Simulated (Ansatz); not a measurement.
Isolated molecules relaxed with PBE0-D4/def2-TZVP in Ansatz; ΔE leaves out vibrations. CBS: MP2 limit from def2 TZ/QZ plus the TZ coupled-cluster correction, frozen cores. This one scheme is used for every species. DFT in def2-TZVPP. One conformer a species, not always the lowest.

Consider the ligand exchange at the Si–O bond: `OCCO[SiH3]` + `O[Si]F` → `F[Si]O[SiH3]` + `OCCO`.

```tsv
level	ΔE (eV)
PBE-D4	-0.08
PBE	-0.09
PBE0	-0.10
HF/def2-TZVPP	-0.13
MP2/def2-TZVPP	-0.08
MP2/def2-QZVPP	-0.08
SCS-MP2/def2-QZVPP	-0.09
HF/CBS(def2)	-0.14
```

(1) What does CCSD(T)/CBS give? (An estimate is asked.)

Largest T1 diagnostic among the species: 0.015.

## Answers

(1) Computed: -0.09 eV. The listed levels differ from it by 0.01, 0.00, -0.01, -0.04, 0.01, 0.01, 0.00, -0.05 eV.

In def2-TZVPP, CCSD(T) changes the Hartree–Fock value by +0.04 eV (the triples alone add +0.01 eV) and MP2 by +0.05 eV.

CCSD(T)/CBS has its own doubt, a few kJ/mol and more with outer-core shells, so smaller differences from it don't rank the levels.
